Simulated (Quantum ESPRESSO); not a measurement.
Ca under changes of volume

One of the cells (43.632 Å³/atom); the others are scaled copies at fixed shape and fractional positions:

```
CELL_PARAMETERS angstrom
0.00000 2.79420 2.79420
2.79420 0.00000 2.79420
2.79420 2.79420 0.00000
ATOMIC_POSITIONS crystal
Ca 0.00000 0.00000 0.00000
```

- Program: Quantum ESPRESSO 7.5
- Functional: PBEsol
- Potentials or basis: PseudoDojo 0.4.1 SR PBEsol standard
- Cutoff: 925 eV
- Density cutoff: 3701 eV
- k mesh: 8 × 8 × 8
- Occupations: fermi-dirac, width 0.05 eV
- Spin: no spin polarisation

```tsv
volume (Å³/atom)	energy over the lowest point (meV/atom)	pressure (GPa)
41.014	0.00	-0.2
41.886	2.20	-0.6
42.759	6.23	-0.9
43.632	?	?
44.504	19.11	-1.5
45.377	27.70	-1.7
46.250	37.53	-1.9
```

Q: What does the run at 43.632 Å³/atom give?

A: Energy over the lowest point 11.91 meV/atom; pressure -1.2 GPa.

Worked out: A Birch-Murnaghan fit of order 3 (a polynomial in V^(-2/3)) to the other rows has its minimum at 40.49 Å³/atom, just outside them, with B0 = V·E''(V) = 18.1 GPa and B' = 3.4. It gives 11.92 meV/atom at 43.632 Å³/atom, against the run's 11.91, and -dE/dV = -1.2 GPa, against -1.2.

Energies are extrapolated to zero smearing.
